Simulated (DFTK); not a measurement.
Write the native input for DFTK 0.8.2 that does the following.

| Quantity | Value |
| --- | --- |
| Task | band structure |
| Functional | PBEsol |
| Potentials or basis | SG15 1.2 (PBE) |
| Cutoff | 1225 eV |
| k mesh | 10 × 10 × 10 |
| Occupations | fermi-dirac, width 0.05 eV |
| Spin | no spin polarisation |
| Valence electrons | Au 19 |
| SCF tolerance on the density | 1e-06 |

Crystal: Au.

```xyz
1
Lattice="2.7484 0.0000 0.0000 0.0000 2.7484 0.0000 0.0000 0.0000 2.7484" Properties=species:S:1:pos:R:3 pbc="T T T"
Au    1.3742    1.3742    1.3742
```

The cell was built by a generator and needn't be a form met in nature.

These files were run (other wordings do the same):

run.jl

```julia
using DFTK
using PseudoPotentialData
using Unitful, UnitfulAtomic
using LinearAlgebra, Printf
include("save.jl")
disable_threading()

# lattice vectors are the columns
lattice = austrip(1u"Å") * [       2.74841            0.0            0.0;
                      0.0        2.74841            0.0;
                      0.0            0.0        2.74841]
symbols   = [:Au]
positions = [[0.5, 0.5, 0.5]]
pseudopotentials = Dict(:Au => "Au.upf")
elements = Dict(s => ElementPsp(s, pseudopotentials; rcut=10.0) for s in unique(symbols))
atoms    = [elements[s] for s in symbols]

build_model(lattice, positions; symmetries=true) =
    model_DFT(lattice, atoms, positions;
              functionals=PBEsol(),
              temperature=austrip(0.05u"eV"),
              smearing=Smearing.FermiDirac(),
              symmetries)
Ecut  = 45.0  # hartree
kgrid = [10, 10, 10]
tol   = 1e-6
to_GPa = ustrip(uconvert(u"GPa", 1u"hartree/bohr^3"))

model = build_model(lattice, positions)
basis = PlaneWaveBasis(model; Ecut, kgrid)
display(basis)
scfres = self_consistent_field(basis;
                               tol,
                               nbandsalg=AdaptiveBands(model; n_bands_converge=14))
display(scfres.energies)
@printf "Fermi level: %.6f eV\n" ustrip(auconvert(u"eV", something(scfres.εF, NaN)))
forces = compute_forces_cart(scfres)
println("Forces (eV/Å)")
for (s, f) in zip(symbols, forces)
    @printf "%-3s %12.6f %12.6f %12.6f\n" s ustrip.(auconvert.(u"eV/Å", f))...
end
stress = compute_stresses_cart(scfres)
println("Stress (GPa)")
display(round.(stress * to_GPa; digits=4))
println("Levels at the first k-point (eV): ", round.(ustrip.(auconvert.(u"eV", scfres.eigenvalues[1][1:scfres.n_bands_converge])); digits=4))
save_scf!(scfres; forces, stress)

points = Dict("G" => [0.0, 0.0, 0.0], "M" => [0.5, 0.5, 0.0], "R" => [0.5, 0.5, 0.5], "X" => [0.0, 0.5, 0.0])
segments = [("G", "X", 6), ("X", "M", 6), ("M", "G", 8), ("G", "R", 10), ("R", "X", 8), ("M", "R", 6)]
kcoords = vcat([[points[a] + t * (points[b] - points[a]) for t in range(0, 1, n)] for (a, b, n) in segments]...)
bands = compute_bands(scfres, ExplicitKpoints(kcoords); n_bands=16, tol=1e-5)
for (k, ε) in zip(bands.basis.kpoints, bands.eigenvalues)
    @printf "%d %8.4f %8.4f %8.4f " k.spin k.coordinate...
    println(join([@sprintf("%9.4f", e) for e in ustrip.(auconvert.(u"eV", ε .- scfres.εF))]))
end
results["band_energies"] = rows(bands.eigenvalues); results["band_kpoints"] = rows(kcoords)
```

Potentials or basis: SG15 1.2 (PBE).

The run is started by

```bash
$ julia --threads=1 run.jl  # save.jl only writes the numbers to a file and isn't shown; printed stress counts tension as positive; times include loading and compiling
```

It gave:

- Pressure: -6.4 GPa
- Band gap on the k mesh: none (metal or under the smearing width)

Caveat: the potentials were made for another functional, which shifts forces and pressure; spin-orbit coupling is left out, which moves the levels of the heavy elements.

Run time: 120 s on 1 thread of AMD EPYC 7R43 64-Core Processor (Zen 3), on a shared host, peak memory 1.7 GiB.
